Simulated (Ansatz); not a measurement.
Hf, 1 atom in the cell. The structure is cubic, space group Im-3m (No. 229). The conventional cell has a = 3.610 Å, b = 3.610 Å, c = 3.610 Å, α = 90.00°, β = 90.00°, γ = 90.00°. Around Hf (site symmetry m-3m) lie 8 Hf at 3.13 Å. This isn't the form of Hf at room conditions, which is hcp.

```yaml
Program: Ansatz 0.2.0
Task: single point
Functional: HSE06
Potentials_or_basis: Ansatz PAW
Cutoff: "420 eV (not typed: the program's choice for these potentials)"
k_mesh: 4 × 4 × 4
Occupations: fermi-dirac, width 0.05 eV
Spin: spin-orbit coupling, no magnetisation
```

Hardware: 1 × NVIDIA H100 80GB HBM3 with 2 threads of AMD EPYC 7R13 Processor (Zen 3), on a shared host.

Question: How long does it take, and how much memory?

Answer: It took 28 s on 1 × NVIDIA H100 80GB HBM3 with 2 threads of AMD EPYC 7R13 Processor (Zen 3) (shared host), peak memory 1.5 GiB. Counts: scf iterations 22, plane waves 459, k points 8, bands 34.
